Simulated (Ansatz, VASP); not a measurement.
# NaCl: VASP beside Ansatz

```
CELL_PARAMETERS angstrom
2.86000 0.00000 0.00000
0.00000 2.86000 0.00000
0.00000 0.00000 2.80280
ATOMIC_POSITIONS crystal
Na 0.00000 0.00000 0.00000
Cl 0.50000 0.50000 0.50000
```

Change from the starting cell: zz strain of -2 %.

Alike in both runs: task single point; functional PBEsol; k mesh 9 × 9 × 9; occupations fermi-dirac, width 0.03 eV; no spin polarisation.

|  | VASP | Ansatz |
| --- | --- | --- |
| version | VASP 6.6.1 | Ansatz 0.2.0 |
| potentials or method | VASP PAW PBE potentials, release 64 (Na_pv, Cl), cutoff 520 eV | all-electron LAPW, scalar-relativistic |

VASP gave:

| Property | Result |
| --- | --- |
| gap on the k mesh at the Fermi level (eV) | 4.28 |
| pressure (GPa) | 65.3 |
| largest component of the traceless stress (GPa) | 3.67 |

Q: Estimate Ansatz's values.

A: gap on the k mesh at the Fermi level (eV): 4.23; pressure (GPa): 64.6; largest component of the traceless stress (GPa): 3.69.

Ansatz ran all-electron here, so the differences hold the error of VASP's frozen core and of both bases.

Caveats: the cell as given lies far from equilibrium; so large a pressure means that the cell lies far from this level's equilibrium, or that cutoff or potentials fall short (VASP); the potentials were made for another functional, which shifts forces and pressure (VASP); an odd mesh through Γ misses points on the zone boundary, where band edges often lie.
